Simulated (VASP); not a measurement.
The system is AlN.

```
Al N
1.0
     0.00000    2.03452    2.03452
     2.03452    0.00000    2.03452
     2.03452    2.03452    0.00000
Al N
1 1
Cartesian
  2.0345 2.0345 2.0345
  0.0000 0.0000 0.0000
```

Measurements of this composition are mostly on another form, of space group No. 186.

* Program: VASP 6.6.1
* Task: relaxation of cell and atoms
* Functional: PBEsol
* Potentials or basis: VASP PAW PBE potentials, release 64 (Al, N)
* Cutoff: 580 eV
* k mesh: 10 × 10 × 10
* Occupations: gaussian, width 0.02 eV
* Spin: no spin polarisation

At the start: pressure -4.7 GPa; volume 8.42 Å³/atom.

Q: Where does the relaxation end?

A: Over 3 steps the energy falls by 2.3 meV/atom and the volume is 8.27 Å³/atom (-1.8 %); space group Fm-3m (No. 225, to 0.05 Å).

The path:
```
step  energy change (eV)  largest force (eV/Å)  pressure (GPa)  volume (Å³)
   1              0.0000                0.0000           -4.67        16.84
   2             -0.0005                0.0000            4.72        16.25
   3             -0.0046                0.0000           -0.01        16.54
```

Final structure:
```cif
data_structure
_symmetry_space_group_name_H-M 'P 1'
_symmetry_Int_Tables_number 1
_cell_length_a 2.8596
_cell_length_b 2.8596
_cell_length_c 2.8596
_cell_angle_alpha 60.000
_cell_angle_beta 60.000
_cell_angle_gamma 60.000
_cell_volume 16.54
loop_
_atom_site_label
_atom_site_type_symbol
_atom_site_fract_x
_atom_site_fract_y
_atom_site_fract_z
_atom_site_occupancy
Al1 Al 0.50000 0.50000 0.50000 1
N1 N 0.00000 0.00000 0.00000 1
```

Caveat: the PAW data sets were made with another functional, which shifts forces and pressure a little.
